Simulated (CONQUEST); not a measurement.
**K in CONQUEST: convergence with smearing width**

Input of the first run (smearing width 0.4 eV); the others differ in this setting and in those tied to it:

The input Conquest_input:

```
IO.Title K
IO.Coordinates coords.dat
IO.FractionalAtomicCoords T
IO.Iprint 2
IO.Iprint_init 1
General.NumberOfSpecies 1
General.PseudopotentialType hamann
AtomMove.TypeOfRun static
AtomMove.FullStress T
Grid.GridCutoff 120
DM.SolutionMethod diagon
Diag.MPMesh T
Diag.GammaCentred T
Diag.MPMeshX 5
Diag.MPMeshY 5
Diag.MPMeshZ 5
Diag.kT 0.01469973
minE.SCTolerance 1e-6
Diag.SmearingType 1
Diag.MPOrder 1
SC.MaxIters 100
IO.AtomChargeOutput T
%block ChemicalSpeciesLabel
1 39.100 K
%endblock
```

Contents of coords.dat:

```
   10.1952936027     0.0000000000     0.0000000000
    0.0000000000    10.1952936027     0.0000000000
    0.0000000000     0.0000000000    10.1952936027
2
 -0.0032040000   0.0048910000   0.0006990000 1 T T T
  0.5007720000   0.4981020000   0.5141910000 1 T T T
```

Potentials or basis: PseudoDojo NC LDA, DZP, grid cutoff 120 Ha.

The run is started by

```console
$ OMP_NUM_THREADS=1 Conquest
```

The cell isn't the ideal one: atoms moved at random.

Hardware: 1 thread of Intel(R) Xeon(R) Platinum 8259CL CPU @ 2.50GHz (Skylake/Cascade Lake), on a shared host.

```
smearing width  energy less the tightest run (meV/atom)  SCF cycles  CPU time (s)  peak memory (GiB)
        0.4 eV                                    -3.22           5           100                1.4
        0.3 eV                                    -1.03           5           100                1.4
        0.2 eV                                     0.23           5            84                1.4
        0.1 eV                                    -0.19           5            97                1.4
       0.05 eV                                    -0.25           5            93                1.4
      0.025 eV                                    -0.12           5           100                1.4
       0.01 eV                                    -0.03           5           110                1.4
      0.005 eV                                     0.00           5           110                1.4
```

Against the tightest run, the energy stays within 1 meV/atom from 0.2 eV on. Narrower smearing needs a denser k mesh, so at a fixed mesh the narrowest width isn't the most accurate. The tightest run that finished is the yardstick and may itself not be fully converged.
